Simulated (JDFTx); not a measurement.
Zr:

```
Zr
1.0
     3.23200    0.00000    0.00000
    -1.61600    2.79899    0.00000
     0.00000    0.00000    5.14700
Zr
2
Direct
  0.66667 0.33333 0.75000
  0.33333 0.66667 0.25000
```

Base run:

```yaml
Program: JDFTx 1.7.0 (patched build)
Functional: revPBE
Potentials_or_basis: PseudoDojo-SR-PBE-0.5-standard with smoothed tails
Cutoff: 898 eV
Density_cutoff: 7184 eV
k_mesh: 9 × 9 × 5
Occupations: fermi-dirac, width 0.05 eV
Spin: no spin polarisation
```

Its results: band gap on the k mesh none (metal or under the smearing width); pressure 2.1 GPa.

**Question.** After a change of settings the same cell gave: band gap on the k mesh none (metal or under the smearing width); pressure 2.8 GPa. Which change was it?
A. functional from revPBE to RPBE
B. functional from revPBE to PBEsol; potentials or basis from PseudoDojo-SR-PBE-0.5-standard with smoothed tails to PseudoDojo-SR-PBEsol-0.4.1-standard with smoothed tails
C. functional from revPBE to LDA; potentials or basis from PseudoDojo-SR-PBE-0.5-standard with smoothed tails to PseudoDojo-SR-LDA-0.4.1-standard with smoothed tails; cutoff from 898 eV to 952 eV; density cutoff from 7184 eV to 7619 eV

**Answer.** A.

Caveats: the empty levels aren't tightly converged; the potentials were made for another functional, which shifts forces and pressure.

Runs at the PBE level aren't shown here.
